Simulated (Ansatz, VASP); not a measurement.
## Au: VASP beside Ansatz

The input INCAR:

```
SYSTEM = Au
PREC = Accurate
ENCUT = 520
EDIFF = 1E-6
ISMEAR = 0
SIGMA = 0.15
LREAL = .FALSE.
LASPH = .TRUE.
NELM = 80
ALGO = Fast
ISIF = 2
LWAVE = .FALSE.
LCHARG = .TRUE.
GGA = PS
LELF = .TRUE.
LVHAR = .TRUE.
NBANDS = 12
```

Contents of KPOINTS:

```
Automatic mesh
0
G
  20 20 20
  0 0 0
```

File POSCAR:

```
Au
1.0
    0.0000000000      2.1273200000      2.2091400000
    2.1273200000      0.0000000000      2.2091400000
    2.1273200000      2.1273200000      0.0000000000
Au
1
Direct
    0.0000000000      0.0000000000      0.0000000000
```

Input for Ansatz:

```yaml
crystal:
  lattice:
    - [0.0, 2.12732, 2.20914]
    - [2.12732, 0.0, 2.20914]
    - [2.12732, 2.12732, 0.0]
  atoms:
    - { symbol: Au, position: [0.0, 0.0, 0.0] }
basis:
  ecutwfc: 420
kpoints:
  mp_grid: { grid: [20, 20, 20] }
hamiltonian:
  xc: pbesol
scf:
  occupations: { method: gaussian, width: 0.15 }
output:
  forces: true
  stress: true
  eigenvalues: true
```

Change from the starting cell: strain +0.040 along x and y, +0.080 along z, atoms carried along.

Alike in both runs: task single point; functional PBEsol; k mesh 20 × 20 × 20; occupations gaussian, width 0.15 eV; no spin polarisation.

|  | VASP | Ansatz |
| --- | --- | --- |
| version | VASP 6.6.1 | Ansatz 0.2.0 |
| potentials or method | VASP PAW PBE potentials, release 64 (Au) | scalar-relativistic, plane waves, PAW |
| plane-wave cutoff (eV) | 520 | 420 |
| valence electrons in the cell | 11 | 19 |

|  | VASP | Ansatz | Ansatz less VASP |
| --- | --- | --- | --- |
| gap on the k mesh at the Fermi level (eV) | none | none | - |
| pressure (GPa) | -17.6 | -17.5 | +0.06 |
| largest component of the traceless stress (GPa) | 0.40 | 0.40 | -0.005 |

A gap of «none» marks a metal or a gap that the smearing closes. With one functional, cell and mesh, what is left measures potentials, basis and numerics. The two sets of potentials don't hold the same shells in valence.

Caveats: so large a pressure means that the cell lies far from this level's equilibrium, or that cutoff or potentials fall short (VASP); the potentials were made for another functional, which shifts forces and pressure (VASP). The runs have no spin-orbit coupling, so splittings on Au are missing.
